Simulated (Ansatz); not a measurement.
Input of an Ansatz 0.2.0 run:

File input.yaml:

```yaml
crystal:
  lattice:
    - [0.0, 3.2145, 3.2145]
    - [3.2145, 0.0, 3.2145]
    - [3.2145, 3.2145, 0.0]
  atoms:
    - { symbol: Hg, position: [0.0, 0.0, 0.0] }
    - { symbol: Te, position: [0.75, 0.75, 0.75] }
kpoints:
  mp_grid: { grid: [4, 4, 4] }
scf:
  occupations: { method: fermi_dirac, width: 0.06 }
hamiltonian:
  xc: pbe
  pseudopotentials: { kind: all_electron, lapw: { basis_error: 0.002 } }
output:
  forces: true
  stress: true
  eigenvalues: true
```

Potentials or basis: all-electron LAPW, scalar-relativistic.

The run is started by

```bash
$ ansatz run input.yaml --threads 1 --pin off --max-ram 3072MiB --backend cpu --events-out ev --progress --plain --runs-dir out
```

(1) What does it give for the band gap on the k mesh?

(2) What does it give for the pressure?

## Answers

(1) none (metal or under the smearing width).

(2) 5.0 GPa.

Caveat: the k mesh is coarse (spacing up to 0.42 Å⁻¹), so the values aren't converged.
